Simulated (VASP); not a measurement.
HgSe: equation of state with PBE

Crystal: HgSe.

```
Hg Se
1.0
     0.00000    3.03900    3.03900
     3.03900    0.00000    3.03900
     3.03900    3.03900    0.00000
Hg Se
1 1
Direct
  0.00000 0.00000 0.00000
  0.75000 0.75000 0.75000
```

```json
{"Program": "VASP 6.6.1", "Task": "equation of state", "Functional": "PBE", "Potentials or basis": "VASP PAW PBE potentials, release 64 (Hg, Se)", "Cutoff": "520 eV", "k mesh": "8 × 8 × 8", "Occupations": "fermi-dirac, width 0.05 eV", "Spin": "no spin polarisation"}
```

| Quantity | Value |
| --- | --- |
| Equilibrium volume | 30.83 Å³/atom (rough: see the caveat) |
| Bulk modulus | 43 GPa (rough) |

Energy against volume, from the lowest point:
| volume (Å³/atom) | energy (meV/atom) |
| --- | --- |
| 26.383 | 111.24 |
| 26.944 | 79.99 |
| 27.505 | 54.58 |
| 28.067 | 34.39 |
| 28.628 | 18.89 |
| 29.189 | 7.57 |
| 29.751 | 0.00 |

All runs of the series together: 2.4 min on 1 thread of Intel(R) Xeon(R) Platinum 8488C (Sapphire Rapids), with other jobs on the host.

Caveat: the minimum lies outside the volumes run. Spin-orbit coupling is left out, which matters for the levels of Hg.
